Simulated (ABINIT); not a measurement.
Runs of ABINIT 10.8.3 (patched build) on SnTe. It takes space group Fm-3m (No. 225, cubic). Conventional cell: a = 6.302 Å, b = 6.302 Å, c = 6.302 Å, α = 90.00°, β = 90.00°, γ = 90.00°. Te (site symmetry m-3m) is surrounded by 6 Sn at 3.15 Å. Sn (site symmetry m-3m) has 6 Te at 3.15 Å as nearest neighbours. 

```csv
share of exact exchange,pressure (GPa)
0.5,(b)
0.25,(a)
0.35,-0.6
0.15,1.3
0.05,2.3
```

Alike in all rows: task single point; level HSE06; potentials or basis SG15 NC PBE v1.2; no spin polarisation; cell as given; k mesh 3 × 3 × 3; cutoff (eV) 707; smearing fermi-dirac 0.05 eV; the mesh is coarse, so values aren't converged.

Problem. Estimate the missing entries.

Solution. (a) 0.3; (b) -2.2.

Caveats: all runs use coarse meshes; Libxc's HSE differs a little from that of other programs; the potentials were made for another functional, which shifts forces and pressure.
